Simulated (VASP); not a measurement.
Set up this calculation in VASP 6.6.1, as the native input.

| Property | Result |
| --- | --- |
| Task | relaxation of cell and atoms |
| Functional | PBE |
| Potentials or basis | VASP PAW PBE potentials, release 64 (Ge_d, Pt) |
| Cutoff | 520 eV |
| k mesh | 7 × 7 × 4 |
| Occupations | gaussian, width 0.15 eV |
| Spin | no spin polarisation |
| Further INCAR settings | PREC = Normal; LREAL = Auto; ALGO = Fast; EDIFF = 1e-05; ISYM = 0; IBRION = 2; EDIFFG = -0.03; NSW = 110; ISIF = 3 |

The structure of GePt lies in POSCAR:

```
GePt
1.0
    7.9234393100     -0.0082283700     -0.0395290400
   -1.9844233300      3.3350519000      0.0302688800
   -0.0276801500      0.0329683000      5.5543609200
Ge Pt
4 4
Direct
    0.1607224500      0.6418955000      0.2385413800
    0.6603710000      0.6508142900      0.2356574200
    0.3445395000      0.3771107400      0.7483206600
    0.8276567600      0.3333069700      0.7859598200
    0.0141866100      0.0035169400      0.9966806800
    0.5110927000      0.0095864000      0.0030641400
    0.9903706800      0.0127150100      0.5362458000
    0.4930855600      0.0062011800      0.4937012200
```

The cell was built by a generator and needn't be a form met in nature.

These files were run (other wordings do the same):

INCAR

```
SYSTEM = GePt
ALGO = Fast
EDIFF = 1E-5
EDIFFG = -0.03
ENCUT = 520
GGA = PE
IBRION = 2
ISIF = 3
ISMEAR = 0
ISYM = 0
KPAR = 4
LASPH = .TRUE.
LCHARG = .FALSE.
LREAL = Auto
LWAVE = .FALSE.
NELM = 80
NSW = 110
PREC = Normal
SIGMA = 0.15
```

KPOINTS

```
k-points
0
G
  7 7 4
  0 0 0
```

Potentials or basis: VASP PAW PBE potentials, release 64 (Ge_d, Pt).

Run with:

```console
$ cat potpaw_PBE.64/Ge_d/POTCAR potpaw_PBE.64/Pt/POTCAR > POTCAR
$ mpirun -np 4 vasp_std > vasp.out
```

Results of the run:

```json
{
 "Relaxed volume": "17.58 Å³/atom",
 "Relaxed cell": "a = 7.758 Å, b = 3.852 Å, c = 5.425 Å, α = 89.98°, β = 89.99°, γ = 119.82°",
 "Space group after relaxing (to 0.05 Å)": "Pnma (No. 62)",
 "Energy gained by relaxing": "83.4 meV/atom",
 "Ionic steps": "32",
 "Pressure after relaxing": "0.2 GPa",
 "Largest force after relaxing": "0.027 eV/Å",
 "Band gap on the k mesh": "none (metal or under the smearing width)"
}
```

Wall time 23 min on 4 MPI ranks on Intel(R) Xeon(R) 6975P-C (Granite Rapids), on a shared host, peak memory 0.53 GiB a rank.
